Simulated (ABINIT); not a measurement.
Runs of ABINIT 10.8.3 (patched build) on Sb. Symmetry: P2_1/m, No. 11, monoclinic system. Conventional cell: a = 4.528 Å, b = 4.421 Å, c = 6.500 Å, α = 90.00°, β = 101.72°, γ = 90.00°. Around Sb (site symmetry m) lie 3 Sb at 2.92 to 2.98 Å. Sb (site symmetry m) has 3 Sb at 2.92 to 2.98 Å as nearest neighbours. This isn't the form of Sb at room conditions, which is rhombohedral.

```tsv
task	level	potentials or basis	cell	gap on the mesh (eV)	pressure (GPa)	largest force (eV/Å)
band structure	LDA	JTH PAW LDA v2.0	as given	none	-3.5	(a)
band structure	PBEsol	JTH PAW PBE v2.0	as given	none	-2.4	0.14
single point	PBEsol	JTH PAW PBE v2.0	as given	none	-2.4	0.14
single point	PBEsol	JTH PAW PBE v2.0	atoms moved at random, drawn with an rms of 0.05 Å	none	-3.1	0.32
```

Alike in all rows: no spin polarisation; k mesh 6 × 6 × 4; cutoff (eV) 435; smearing fermi-dirac 0.05 eV.

Fill in the values left out.

(a) 0.24.

Caveats: the PAW data sets were made with another functional, which shifts forces and pressure a little (some runs); spin-orbit coupling is left out, which moves the levels of the heavy elements (some runs).

A k mesh can miss the band edges, and the runs leave out spin-orbit coupling on Sb.

A gap of «none» marks a metal or a gap under the smearing width.
